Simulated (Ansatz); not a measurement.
Structure: LiNbO3 (LiNbO3 type), at its r2SCAN minimum. Li is surrounded by 6 O at 2.05–2.24 Å; Nb is surrounded by 6 O at 1.88–2.14 Å; O is surrounded by 2 Nb at 1.88–2.14 Å and 2 Li at 2.05–2.24 Å.

Space group R3c:H (No. 161). a = 5.137 Å, b = 5.137 Å, c = 13.885 Å, α = 90.00°, β = 90.00°, γ = 120.00°
```csv
atom,site,symmetry,x,y,z
Li,6a,3.,0.0000,0.0000,0.2178
Nb,6a,3.,0.3333,0.6667,0.1665
O,18b,1,0.0345,0.7114,0.1034
```

3 runs of the plane-wave code Ansatz on this cell differ in the functional (and in the settings that go with it). Levels are in eV from each run's valence top; v1 is the last filled band, c1 the first empty one.

Run A, mean stress -1.2 GPa (compression positive):

| point | v4 | v3 | v2 | v1 | c1 | c2 |
| --- | --- | --- | --- | --- | --- | --- |
| Γ | -0.70 | -0.58 | -0.01 | -0.01 | 5.30 | 5.30 |
| T | -0.33 | -0.33 | -0.33 | -0.33 | 6.41 | 6.41 |
| H₂ | -0.62 | -0.62 | -0.28 | -0.28 | 5.59 | 5.59 |
| L | -0.31 | -0.31 | -0.23 | -0.23 | 5.58 | 5.58 |

Run B, mean stress -4.8 GPa (compression positive):

| point | v4 | v3 | v2 | v1 | c1 | c2 |
| --- | --- | --- | --- | --- | --- | --- |
| Γ | -0.87 | -0.62 | -0.01 | -0.01 | 13.66 | 13.66 |
| T | -0.41 | -0.41 | -0.41 | -0.41 | 14.99 | 14.99 |
| H₂ | -0.72 | -0.72 | -0.34 | -0.34 | 13.96 | 13.96 |
| L | -0.39 | -0.39 | -0.30 | -0.30 | 13.97 | 13.97 |

Run C, mean stress 0.0 GPa (compression positive):

| point | v4 | v3 | v2 | v1 | c1 | c2 |
| --- | --- | --- | --- | --- | --- | --- |
| Γ | -0.66 | -0.52 | -0.01 | -0.01 | 4.06 | 4.06 |
| T | -0.31 | -0.31 | -0.31 | -0.31 | 5.09 | 5.09 |
| H₂ | -0.58 | -0.58 | -0.25 | -0.25 | 4.34 | 4.34 |
| L | -0.29 | -0.29 | -0.20 | -0.20 | 4.32 | 4.32 |

Question: Match the runs to r2SCAN, DDH-PBE0, Hartree-Fock.

Answer: A is DDH-PBE0, B is Hartree-Fock, C is r2SCAN. In order of the gap: r2SCAN 4.00, DDH-PBE0 5.24, Hartree-Fock 13.58 eV. The stress vanishes for r2SCAN, which relaxed the cell.

Spin-unpolarised throughout. Whether this structure exists isn't addressed.

The runs are scalar-relativistic, without spin-orbit coupling.

The program warns that its thresholds are loose for a hybrid's stress.

The meshes of the hybrids are coarse, so their gaps aren't converged to the digits shown.
